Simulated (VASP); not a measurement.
# Mg (P6_3/mmc) in VASP: a series of runs

The runs below take Mg through single point, relaxation of cell and atoms, with PBEsol, PBE, vdW-DF-cx.

Everything below comes from runs of VASP 6.6.1. Logs are shortened: lines on timing, memory, paths and dates and some standing lists are left out, and cuts for length are marked.

### 1 The crystal as given

It takes space group P6_3/mmc (No. 194, hexagonal). Conventional cell: a = 3.209 Å, b = 3.209 Å, c = 5.210 Å, α = 90.00°, β = 90.00°, γ = 120.00°. Around Mg (site symmetry -6m2) lie 12 Mg at 3.20 to 3.21 Å.

### 2 Single point, PBEsol

Contents of run.py:

```python
from ase.calculators.vasp import Vasp
from ase.dft.bandgap import bandgap
from ase.io import read

atoms = read('Mg.cif', primitive_cell=True, subtrans_included=False)
calc = Vasp(
    directory='calc',
    xc='pbesol',
    pp='PBE',
    setups='recommended',
    pp_version='54',
    prec='Accurate',
    encut=520,
    ediff=1e-06,
    ismear=0,
    sigma=0.1,
    lreal=False,
    lasph=True,
    nelm=100,
    algo='Normal',
    isif=2,
    lwave=False,
    lcharg=True,
    lelf=True,
    lvhar=True,
    kpts=[10, 10, 5],
    gamma=True,
)
atoms.calc = calc

print('energy (eV):', atoms.get_potential_energy())
print('free energy (eV):', atoms.get_potential_energy(force_consistent=True))
print('forces (eV/A):')
print(atoms.get_forces())
print('stress (eV/A^3, Voigt):', atoms.get_stress())
print('Fermi level (eV):', calc.get_fermi_level())
gap, top, bottom = bandgap(calc)
print('band gap (eV):', gap, 'from (spin, k, band)', top, 'to', bottom)
```

Contents of Mg.cif:

```cif
data_Mg
_cell_length_a 3.20930000
_cell_length_b 3.20930000
_cell_length_c 5.21030000
_cell_angle_alpha 90.00000000
_cell_angle_beta 90.00000000
_cell_angle_gamma 120.00000000
_space_group_name_H-M_alt 'P6_3/mmc'
_space_group_name_Hall '-P 6c 2c'
_space_group_IT_number 194
loop_
_space_group_symop_operation_xyz
'x,y,z'
'-x,-y,-z'
'x-y,x,z+1/2'
'-x+y,-x,-z+1/2'
'-y,x-y,z'
'y,-x+y,-z'
'-x,-y,z+1/2'
'x,y,-z+1/2'
'-x+y,-x,z'
'x-y,x,-z'
'y,-x+y,z+1/2'
'-y,x-y,-z+1/2'
'-y,-x,-z+1/2'
'y,x,z+1/2'
'-x,-x+y,-z'
'x,x-y,z'
'-x+y,y,-z+1/2'
'x-y,-y,z+1/2'
'y,x,-z'
'-y,-x,z'
'x,x-y,-z+1/2'
'-x,-x+y,z+1/2'
'x-y,-y,-z'
'-x+y,y,z'
loop_
_atom_site_label
_atom_site_type_symbol
_atom_site_symmetry_multiplicity
_atom_site_Wyckoff_symbol
_atom_site_fract_x
_atom_site_fract_y
_atom_site_fract_z
_atom_site_occupancy
Mg1 Mg 2 c 0.6666666667 0.3333333333 0.7500000000 1
```

Potentials or basis: VASP PAW PBE potentials, release 54 (Mg).

Run with:

```
> python run.py
```

Log:

```text
energy (eV): -3.43030021
free energy (eV): -3.43455734
forces (eV/A):
[[ 0. -0.  0.]
 [-0.  0.  0.]]
stress (eV/A^3, Voigt): [ 0.00930444  0.00930444  0.00207941 -0.         -0.          0.        ]
Fermi level (eV): 2.55186328
band gap (eV): 0.0 from (spin, k, band) (None, None, None) to (None, None, None)
```

OUTCAR:

```text
ENCUT = 520.000000
   EDIFF = 1.00e-06
   GGA = PS
   PREC = Accurate
   ISIF = 2
   ISMEAR = 0
   NELM = 100
   LASPH = .TRUE.
   LREAL = .FALSE.

 ion  position               nearest neighbor table
   1  0.667  0.333  0.750-   2 3.20   2 3.20   2 3.20   2 3.20   2 3.20   2 3.20
   2  0.333  0.667  0.250-   1 3.20   1 3.20   1 3.20   1 3.20   1 3.20   1 3.20

  LATTYP: Found a hexagonal cell.
 ALAT       =     3.2093000000
 C/A-ratio  =     1.6235004518

  Lattice vectors:

 A1 = (   3.2093000000,   0.0000000000,   0.0000000000)
 A2 = (  -1.6046500000,   2.7793353284,   0.0000000000)
 A3 = (   0.0000000000,   0.0000000000,   5.2103000000)

Analysis of symmetry for initial positions (statically):
=====================================================================
 Subroutine PRICEL returns:
 Original cell was already a primitive cell.

 Routine SETGRP: Setting up the symmetry group for a
 hexagonal supercell.

 Subroutine GETGRP returns: Found 24 space group operations
 (whereof 12 operations were pure point group operations)
 out of a pool of 24 trial point group operations.

The static configuration has the point symmetry D_3d.
 The point group associated with its full space group is D_6h.

Analysis of symmetry for dynamics (positions and initial velocities):
=====================================================================
 Subroutine PRICEL returns:
 Original cell was already a primitive cell.

 Routine SETGRP: Setting up the symmetry group for a
 hexagonal supercell.

 Subroutine GETGRP returns: Found 24 space group operations
 (whereof 12 operations were pure point group operations)
 out of a pool of 24 trial point group operations.

The dynamic configuration has the point symmetry D_3d.
 The point group associated with its full space group is D_6h.
[... 142 lines left out ...]
   LHFCALC =     F    Hartree Fock is set to
   AEXX    =    0.0000 exact exchange contribution
   IVDW    =     0    specifies the selected vdW correction
   LEPSILON=     F    determine dielectric tensor
   LRPA    =     F    only Hartree local field effects (RPA)
 non-spin polarized calculation
 Gauss-broadening in eV      SIGMA  =   0.10
  energy-cutoff  :      520.00
  volume of cell :       46.47
 maximum number of plane-waves:      1277
 NGX is ok and might be reduce to    24
   NGX = 11   NGY = 11   NGZ = 19

 number of electron       4.0000000 magnetization

 Free energy of the ion-electron system (eV)
  ---------------------------------------------------
  ext. energy  EPLUGINS =         0.00000000
  ---------------------------------------------------
  free energy    TOTEN  =        -3.43455734 eV

  energy without entropy =       -3.42604308  energy(sigma->0) =       -3.43030021

 E-fermi :   2.5519     XC(G=0):  -8.4957

 val. band max:        2.5096723199   @ k =   0.4000   0.1000   0.4000
 cond. band min:       2.5724668406   @ k =   0.2000   0.1000   0.0000
 fundamental gap:      0.0627945207
 Fermi energy:         2.5518632795

 k-point     1 :       0.0000    0.0000    0.0000
  band No.  band energies     occupation
      1      -4.3475      2.00000
      2       0.8648      2.00000
      3       1.2899      2.00000
      4      13.3846      0.00000
      5      13.4034      0.00000
      6      13.4777      0.00000
[... 343 lines left out ...]
 k-point    40 :       0.3000    0.2000    0.4000
  band No.  band energies     occupation
      1       0.1407      2.00000
      2       1.1775      2.00000
      3       3.8684      0.00000
      4       4.7748      0.00000
      5       5.8837      0.00000
      6       6.7894      0.00000

 [... further k-points ...]
[... 5 lines left out ...]
  --------------------------------------------------------------------------------------
  -------------------------------------------------------------------------------------
  Total       -0.4324185     -0.4324185     -0.0966395      0.0000000      0.0000000      0.0000000
  in kB      -14.9073639    -14.9073639     -3.3315871      0.0000000      0.0000000      0.0000000
  external PRESSURE =     -11.0487717 kB  Pullay stress =       0.0000000 kB

 VOLUME and BASIS-vectors are now :
 -----------------------------------------------------------------------------
  energy-cutoff  :      520.00
  volume of cell :       46.47
      direct lattice vectors                 reciprocal lattice vectors
     3.209300000  0.000000000  0.000000000     0.311594429  0.179899127  0.000000000
    -1.604650000  2.779335328  0.000000000     0.000000000  0.359798255  0.000000000
     0.000000000  0.000000000  5.210300000     0.000000000  0.000000000  0.191927528

 POSITION                                       TOTAL-FORCE (eV/Angst)
 -----------------------------------------------------------------------------------
      1.60465      0.92645      3.90773         0.000000     -0.000000      0.000000
     -0.00000      1.85289      1.30258        -0.000000      0.000000      0.000000
 -----------------------------------------------------------------------------------
    total drift:                               -0.000000      0.000000     -0.000000

  FREE ENERGIE OF THE ION-ELECTRON SYSTEM (eV)
  ---------------------------------------------------
  free  energy   TOTEN  =        -3.4345573404 eV

  energy  without entropy=       -3.4260430835  energy(sigma->0) =       -3.43030021
```

INCAR:

```text
ENCUT = 520.000000
SIGMA = 0.100000
EDIFF = 1.00e-06
ALGO = Normal
GGA = PS
PREC = Accurate
ISIF = 2
ISMEAR = 0
NELM = 100
LASPH = .TRUE.
LCHARG = .TRUE.
LELF = .TRUE.
LVHAR = .TRUE.
LWAVE = .FALSE.
LREAL = .FALSE.
```

Wall time 10 s (1 thread of Intel Xeon Platinum 8488C (Sapphire Rapids), shared host); peak memory 0.15 GiB.

Results:

```yaml
Free_energy: -3.4346 eV
Pressure: -1.1 GPa
Band_gap_on_the_k_mesh: none (metal or under the smearing width)
```

Stress tensor (GPa, compression positive):
```
-1.49  0.00  0.00
 0.00 -1.49  0.00
 0.00  0.00 -0.33
```

Levels at points of the mesh, in eV from the Fermi level:
| k point | band 1 | band 2 | band 3 | band 4 | band 5 | band 6 |
| --- | --- | --- | --- | --- | --- | --- |
| (0.00, 0.00, 0.00) | -6.90 | -1.69 | -1.26 | 10.83 | 10.85 | 10.93 |
| (0.50, 0.00, 0.00) | -2.15 | -2.14 | 2.62 | 2.99 | 3.22 | 3.64 |

Caveat: the PAW data sets were made with another functional, which shifts forces and pressure a little.

### 3 Single point, PBE

Contents of INCAR:

```
PREC = Accurate
ENCUT = 520
EDIFF = 1E-6
ISMEAR = 0
SIGMA = 0.013000000000000001
LREAL = F
LASPH = T
NELM = 80
ALGO = Fast
ISIF = 2
LWAVE = F
LCHARG = F
GGA = PE
NBANDS = 9
```

Contents of KPOINTS:

```
Automatic mesh
0
Gamma
  10 10 5
```

Contents of POSCAR:

```
Mg
1.0
    3.2093000000      0.0000000000      0.0000000000
   -1.6046500000      2.7793353284      0.0000000000
    0.0000000000      0.0000000000      5.2103000000
Mg
2
Direct
    0.6666666667      0.3333333333      0.7500000000
    0.3333333333      0.6666666667      0.2500000000
```

Potentials or basis: VASP PAW PBE potentials, release 64 (Mg).

Run with:

```
> cat potpaw_PBE.64/Mg/POTCAR > POTCAR
> mpirun -np 1 vasp_std > vasp.out
```

Run time: 5 s. Hardware: 1 thread of Intel Xeon 6975P-C (Granite Rapids), shared host; peak memory 0.15 GiB.

The run converged. Its results:

| Item | Value |
| --- | --- |
| Free energy | -2.9990 eV |
| Pressure | -0.6 GPa |
| Band gap on the k mesh | none (metal or under the smearing width) |

Stress tensor (GPa, compression positive):
```
-0.83  0.00  0.00
 0.00 -0.83  0.00
 0.00  0.00 -0.07
```

Levels at points of the mesh, in eV from the Fermi level:
```tsv
k point	band 1	band 2	band 3	band 4	band 5	band 6	band 7
(0.00, 0.00, 0.00)	-6.87	-1.65	-1.23	10.88	10.88	10.97	10.97
(0.50, 0.00, 0.00)	-2.11	-2.11	2.66	3.03	3.26	3.67	6.83
```

### 4 Relaxation of cell and atoms, vdW-DF-cx

Contents of INCAR:

```
PREC = Accurate
ENCUT = 600
EDIFF = 1E-7
ISMEAR = -1
SIGMA = 0.05
LREAL = F
LASPH = T
NELM = 80
ALGO = Normal
ISIF = 3
LWAVE = F
LCHARG = F
GGA = CX
LUSE_VDW = T
AGGAC = 0.0
IBRION = 2
NSW = 60
EDIFFG = -0.02
```

KPOINTS is that of step 3.

POSCAR is that of step 3.

Run with:

```
> cat potpaw_PBE.64/Mg/POTCAR > POTCAR
> mpirun -np 1 vasp_std > vasp.out
```

Run time: 2.3 min. Hardware: 1 thread of Intel Xeon 6975P-C (Granite Rapids), shared host; peak memory 0.39 GiB.

It converged, with:

```yaml
Free_energy: -0.3327 eV
Relaxed_volume: 22.87 Å³/atom
Relaxed_cell: a = 3.161 Å, b = 3.161 Å, c = 5.285 Å, α = 90.00°, β = 90.00°, γ = 120.00°
Space_group_after_relaxing_to_0.05_Å: P6_3/mmc (No. 194)
Energy_gained_by_relaxing: 3.0 meV/atom
Ionic_steps: 6
Pressure_after_relaxing: 0.0 GPa
Band_gap_on_the_k_mesh: none (metal or under the smearing width)
```

Step by step:
| step | energy change (eV) | largest force (eV/Å) | pressure (GPa) | volume (Å³) |
| --- | --- | --- | --- | --- |
| 1 | 0.0000 | 0.0000 | -0.58 | 46.47 |
| 2 | -0.0029 | 0.0000 | -0.14 | 45.91 |
| 3 | -0.0043 | 0.0000 | 0.41 | 45.24 |
| 4 | -0.0056 | 0.0000 | 0.38 | 45.31 |
| 5 | -0.0056 | 0.0000 | 0.38 | 45.31 |
| 6 | -0.0061 | 0.0000 | 0.02 | 45.74 |

Final structure:
```
Mg
1.0
     3.16127    0.00000    0.00000
    -1.58063    2.73774    0.00000
     0.00000    0.00000    5.28537
Mg
2
Direct
  0.66667 0.33333 0.75000
  0.33333 0.66667 0.25000
```

Levels at points of the mesh, in eV from the Fermi level:
```csv
k point,band 1,band 2,band 3,band 4,band 5,band 6
"(0.00, 0.00, 0.00)",-6.99,-1.90,-1.54,11.22,11.22,11.44
"(0.50, 0.00, 0.00)",-2.14,-2.07,2.57,2.90,3.06,3.54
```

Caveat: the PAW data sets were made with another functional, which shifts forces and pressure a little.

### 5 Overview

| task | level | potentials or basis | cell | cutoff (eV) | smearing | gap on the mesh (eV) | pressure (GPa) |
| --- | --- | --- | --- | --- | --- | --- | --- |
| single point | PBEsol | VASP PAW PBE potentials, release 54 (Mg) | as given | 520 | gaussian 0.1 eV | none | -1.1 |
| single point | PBE | VASP PAW PBE potentials, release 64 (Mg) | as given | 520 | gaussian 0.013 eV | none | -0.6 |
| relaxation of cell and atoms | vdW-DF-cx | VASP PAW PBE potentials, release 64 (Mg) | relaxed | 600 | fermi-dirac 0.05 eV | none | 0.0 |

Alike in all rows: no spin polarisation; k mesh 10 × 10 × 5.

Caveats: the PAW data sets were made with another functional, which shifts forces and pressure a little (some runs).

Total energies depend on the potentials used, so only differences within one code and one set of settings carry meaning.
